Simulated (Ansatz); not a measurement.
# WSe2: the gap under strain

WSe2, P6_3/mmc, a = 3.279 Å, c = 12.793 Å. Ansatz: PBE+D3(BJ), PAW, 420 eV, Γ-centred 12×12×2 mesh on 6 atoms, Gaussian smearing 0.02 eV; no spin polarisation. Series: equal strain along all axes, cell held, atoms relaxed; x is the strain in per cent. The gap is sought over the whole zone.

```
x (%) gap y (eV)
 -4.5       0.533
 -3.0       0.665
 -1.5           ?
  0.0       0.872
  1.5       0.950
  3.0       0.946
  4.5       0.744
```

Fit y = E0 + c1 x + c2 x² to the other rows, give the deformation potential for this strain, and predict the missing gap.

Least squares on the rows shown. y = 0.9084 + 0.03125 x − 0.01296 x². The deformation potential is 100 c1 = 3.12 eV per unit strain of each axis, or a third of that, 1.04 eV, as the usual dE_g/d ln V. With a term in x³ added, the coefficient of x becomes 0.06433, 106 % more, which shows how far this figure hangs on the form. At x = -1.5 the fit asked for gives 0.832 eV. The run gave 0.777 eV, so the fit is 0.055 eV too high, within twice the rms miss on the fitted rows (0.039 eV): the form describes this series only roughly. Note that a band edge changes its point in the zone among the fitted rows.

Spin-orbit coupling is left out, which matters for the bands of heavy elements. Semilocal functionals give gaps under the measured ones; changes of the gap mostly carry over better.